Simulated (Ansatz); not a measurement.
## SnSe: a vibration from a frozen displacement

These are results of DFT PBEsol, scalar-relativistic, plane waves, PAW (Ansatz), not measurements. The runs took a 420 eV cutoff, a Γ-centred 8×8×8 mesh and Gaussian smearing (0.05 eV). No spin polarisation. Energies are free energies at this smearing, counted from the undisturbed cell; pressure is positive in compression.

The starting cell (relaxed at this level; this rock-salt form isn't the usual structure):

```yaml
crystal:
  lattice:
    - [0.00000, 2.97275, 2.97275]
    - [2.97275, 0.00000, 2.97275]
    - [2.97275, 2.97275, 0.00000]
  atoms:
    - { symbol: Sn, position: [0.00000, 0.00000, 0.00000] }
    - { symbol: Se, position: [0.50000, 0.50000, 0.50000] }
```

Every Se atom is moved by x along the Cartesian unit vector (0.000, 0.000, -1.000); the cell and all other atoms stay fixed. The cell's volume is 52.54 Å³; the moved atoms weigh 78.971 u together and the others 118.710 u. Some rows repeat others by symmetry and weren't run.

| x (Å) | ΔE (meV/cell) | total force on the moved atoms along the move (eV/Å) | pressure (GPa) |
| --- | --- | --- | --- |
| -0.3000 | 46.05 | 0.5017 | 1.5966 |
| -0.2625 | 29.95 | 0.3619 | 1.2019 |
| -0.2250 | 18.54 | 0.2512 | 0.8699 |
| -0.1875 | 10.78 | 0.1663 | 0.5961 |
| -0.1500 | 5.78 | 0.1040 | 0.3768 |
| -0.1125 | 2.75 | 0.0605 | 0.2092 |
| -0.0750 | 1.06 | 0.0318 | 0.0911 |
| -0.0375 | 0.24 | 0.0133 | 0.0209 |
| 0.0000 | 0.00 | 0.0000 | -0.0024 |
| 0.0375 | 0.24 | -0.0133 | 0.0209 |
| 0.0750 | 1.06 | -0.0318 | 0.0911 |
| 0.1125 | 2.75 | -0.0605 | 0.2092 |
| 0.1500 | 5.78 | -0.1040 | 0.3768 |
| 0.1875 | 10.78 | -0.1663 | 0.5961 |
| 0.2250 | 18.54 | -0.2512 | 0.8699 |
| 0.2625 | 29.95 | -0.3619 | 1.2019 |
| 0.3000 | 46.05 | -0.5017 | 1.5966 |

Task: What frequency belongs to this motion?

Result: The force constant is k = −dF/dx = 0.355 eV/Å², from the parabola through x = -0.0375, 0 and 0.0375. In every cell the moved atoms swing against the rest, so the mass is μ = m₁m₂/(m₁ + m₂) = 47.423 u, and ν̃ = 521.5 cm⁻¹ × √(|k|/μ) = 45 cm⁻¹. To first order in x, and within 1 %, the force on every atom lies along the move and, within each of the two groups, in proportion to the atom's mass, so this is itself a mode at the zone centre of this cell, taken without macroscopic field (the transverse frequency in a polar insulator).

Task: How far does the harmonic law reach?

Result: At x = -0.300 Å, kx²/2 = 15.96 meV against the computed 46.05 meV (+188.5 %): the well stiffens in this direction at large amplitude.